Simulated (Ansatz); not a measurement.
Rocksalt PbS, relaxed with r2SCAN in Ansatz: space group Fm-3m (No. 225), cubic; a = 5.974 Å in the conventional setting, 26.66 Å³ an atom. Around Pb lie 6 S at 2.99 Å; around S lie 6 Pb at 2.99 Å. The primitive cell holds 2 atoms in 53.31 Å³. (Simulation; no magnetic order is allowed.)

Computed values: PBE gives a gap of 0.43 eV and PBE0 (25 % exact exchange) 1.45 eV; one over PBE's mean ε∞ is 0.061. HSE06+SOC (4×4×4) gives a least gap of 0.39 eV, direct. r2SCAN's ε∞ is 13.96.

Task: What is the density?

Result: The cell holds 1 Pb, 1 S: M = 1×207.200 + 1×32.060 = 239.26 u in V = 53.31 Å³. ρ = 1.66054 × M/V = 1.66054 × 239.26/53.31 = 7.453 g/cm³, for the static r2SCAN lattice.

Task: Taking the gap as linear in the share of unscreened exchange, estimate the gap of the hybrid whose share is 1/ε∞.

Result: The slope is (1.45 − 0.43)/0.25 = 4.08 eV per unit share, so E_g ≈ 0.43 + 4.08 × 0.061 = 0.68 eV. The run with that share gives 0.67 eV (6×6×6 mesh), -0.01 eV from the straight line.

Task: At what wavelength does absorption set in by HSE06+SOC, excitons left aside?

Result: λ = 1239.84 eV nm/E: 3179 nm for the least gap. That lies in the infrared.

Task: What refractive index and reflectivity at normal incidence follow, below the gap and above the phonons?

Result: n = √13.96 = 3.736; R = ((n − 1)/(n + 1))² = (2.736/4.736)² = 33.4 % a face.

Only the levels marked +SOC include spin-orbit coupling.

The meshes of the hybrids are coarse, so their gaps aren't converged to the digits shown.
